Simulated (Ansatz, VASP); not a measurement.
Two plane-wave programs on BN

The input INCAR:

```
PREC = Accurate
ENCUT = 520
EDIFF = 1E-7
ISMEAR = 0
SIGMA = 0.05
LREAL = F
LASPH = T
NELM = 100
ALGO = Normal
ISIF = 2
LWAVE = F
LCHARG = F
GGA = PE
NBANDS = 11
```

File KPOINTS:

```
Automatic mesh
0
Gamma
  12 12 12
```

POSCAR

```
BN
1.0
    0.0000000000      1.9580410800      1.8130010000
    1.9580410800      0.0000000000      1.8130010000
    1.9580410800      1.9580410800      0.0000000000
B N
1 1
Direct
    0.0000000000      0.0000000000      0.0000000000
    0.7500000000      0.7500000000      0.7500000000
```

Input for Ansatz:

```yaml
crystal:
  lattice:
    - [0.0, 1.95804108, 1.813001]
    - [1.95804108, 0.0, 1.813001]
    - [1.95804108, 1.95804108, 0.0]
  atoms:
    - { symbol: B, position: [0.0, 0.0, 0.0] }
    - { symbol: "N", position: [0.75, 0.75, 0.75] }
basis:
  ecutwfc: 420
kpoints:
  mp_grid: { grid: [12, 12, 12] }
hamiltonian:
  xc: pbe
scf:
  occupations: { method: gaussian, width: 0.05 }
output:
  forces: true
  stress: true
  eigenvalues: true
```

Change from the starting cell: strain +0.080 along x and y, +0.000 along z, atoms carried along.

Alike in both runs: task single point; functional PBE; k mesh 12 × 12 × 12; occupations gaussian, width 0.05 eV; no spin polarisation.

```csv
,VASP,Ansatz
version,VASP 6.6.1,Ansatz 0.2.0
potentials or method,"VASP PAW PBE potentials, release 64 (B, N)","scalar-relativistic, plane waves, PAW"
plane-wave cutoff (eV),520,420
valence electrons in the cell,8,8
```

```csv
,VASP,Ansatz,Ansatz less VASP
gap on the k mesh at the Fermi level (eV),3.19,3.20,+0.007
least direct gap on the mesh (eV),7.35,7.35,+0.007
pressure (GPa),-43.2,-43.1,+0.13
largest component of the traceless stress (GPa),24.25,24.23,-0.017
```

Caveats: the cell as given lies far from equilibrium; so large a pressure means that the cell lies far from this level's equilibrium, or that cutoff or potentials fall short (VASP). A k mesh can miss the band edges.
